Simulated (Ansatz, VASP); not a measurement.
## CdS (Hawleyite) in VASP and in Ansatz

```
Cd S
1.0
     0.00000    2.93921    2.93921
     2.93921    0.00000    2.93921
     2.93921    2.93921    0.00000
Cd S
1 1
Cartesian
  0.0000 0.0000 0.0000
  1.4696 1.4696 1.4696
```

Alike in both runs: task single point; functional LDA; k mesh 8 × 8 × 8; no spin polarisation.

|  | VASP | Ansatz |
| --- | --- | --- |
| version | VASP 6.6.1 | Ansatz 0.2.0 |
| potentials or method | VASP PAW LDA potentials, release 64 (Cd, S) | plane waves, PAW |
| plane-wave cutoff (eV) | 520 | 420 |
| occupations | gaussian, width 0.01 eV | fixed |
| valence electrons in the cell | 18 | 26 |

Ansatz gave:

```
gap on the k mesh at the Fermi level (eV) : 0.81
pressure (GPa)                            : -3.7
```

**Question.** Estimate VASP's values.

**Answer.** gap on the k mesh at the Fermi level (eV): 0.84; pressure (GPa): -3.3.

The two sets of potentials don't hold the same shells in valence.
